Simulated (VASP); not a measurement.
A run of VASP 6.6.1 is set up as follows.

File INCAR:

```
SYSTEM = CaS
ALGO = Fast ; EDIFF = 1E-6
ENCUT = 520 ; GGA = PE
GGA_COMPAT = .False. ; ISIF = 2
ISMEAR = 0 ; KPAR = 4
LASPH = .True. ; LCHARG = .False.
LNONCOLLINEAR = .True. ; LORBIT = 11
LREAL = .False. ; LSORBIT = .True.
LWAVE = .False. ; MAGMOM = 0 0 0 0 0 0
NELM = 100 ; PREC = Accurate
SIGMA = 0.02
```

File KPOINTS:

```
k-points
0
Gamma
  8 8 8
  0 0 0
```

The input POSCAR:

```
CaS                                     
1.0
    0.0000000000      2.8591610786      2.8591610786
    2.8591610786      0.0000000000      2.8591610786
    2.8591610786      2.8591610786      0.0000000000
  Ca              S             
     1     1
Direct
     0.0000000000000000    0.0000000000000000    0.0000000000000000
     0.5000000000000000    0.5000000000000000    0.5000000000000000
```

KPOINTS_OPT

```
path GXWKGLUWLK,UX
20
line-mode
reciprocal
 0.0000000000  0.0000000000  0.0000000000  G
 0.5000000000  0.0000000000  0.5000000000  X

 0.5000000000  0.0000000000  0.5000000000  X
 0.5000000000  0.2500000000  0.7500000000  W

 0.5000000000  0.2500000000  0.7500000000  W
 0.3750000000  0.3750000000  0.7500000000  K

 0.3750000000  0.3750000000  0.7500000000  K
 0.0000000000  0.0000000000  0.0000000000  G

 0.0000000000  0.0000000000  0.0000000000  G
 0.5000000000  0.5000000000  0.5000000000  L

 0.5000000000  0.5000000000  0.5000000000  L
 0.6250000000  0.2500000000  0.6250000000  U

 0.6250000000  0.2500000000  0.6250000000  U
 0.5000000000  0.2500000000  0.7500000000  W

 0.5000000000  0.2500000000  0.7500000000  W
 0.5000000000  0.5000000000  0.5000000000  L

 0.5000000000  0.5000000000  0.5000000000  L
 0.3750000000  0.3750000000  0.7500000000  K

 0.6250000000  0.2500000000  0.6250000000  U
 0.5000000000  0.0000000000  0.5000000000  X
```

Potentials or basis: VASP PAW PBE potentials, release 64 (Ca_sv, S).

Launch:

```bash
$ cat potpaw_PBE.64/Ca_sv/POTCAR potpaw_PBE.64/S/POTCAR > POTCAR
$ mpirun -np 4 vasp_ncl > vasp.out
```

Problem. What does it give for the net moment?

Solution. 0.00 μB per cell.

Problem. What does it give for the pressure?

Solution. -0.1 GPa.

Moments on the atoms (μB; x, y, z):
```
Ca  0.00 0.00 0.00
S   0.00 0.00 0.00
```
